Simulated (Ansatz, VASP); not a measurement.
Two plane-wave programs on HCl

```
H Cl
1.0
    -1.53935    1.53935    2.18487
     1.53935   -1.53935    2.18487
     1.53935    1.53935   -2.18487
H Cl
1 1
Cartesian
  0.0000 0.0000 2.9907
  0.0000 0.0000 4.2980
```

Alike in both runs: functional PBEsol; k mesh 8 × 8 × 8; no spin polarisation.

Ansatz relaxed the structure, and its values are those at the end. VASP's run is a single point on that final structure, the one shown.

|  | VASP | Ansatz |
| --- | --- | --- |
| version | VASP 6.6.1 | Ansatz 0.2.0 |
| potentials or method | VASP PAW PBE potentials, release 64 (H, Cl) | scalar-relativistic, plane waves, PAW |
| plane-wave cutoff (eV) | 520 | 420 |
| occupations | gaussian, width 0.01 eV | fixed |
| valence electrons in the cell | 8 | 8 |

```tsv
	VASP	Ansatz	Ansatz less VASP
gap on the k mesh at the Fermi level (eV)	2.05	2.01	-0.038
least direct gap on the mesh (eV)	4.29	4.25	-0.039
pressure (GPa)	21.6	22.0	+0.43
rms of the force components (eV/Å)	0.057	0.000	-0.0567
```

Ansatz warned: «near_symmetry_operations_not_taken».

Caveats: so large a pressure means that the cell lies far from this level's equilibrium, or that cutoff or potentials fall short (VASP); the potentials were made for another functional, which shifts forces and pressure (VASP). A hybrid or GW would open this gap; PBEsol tends to underestimate it. A k mesh can miss the band edges.
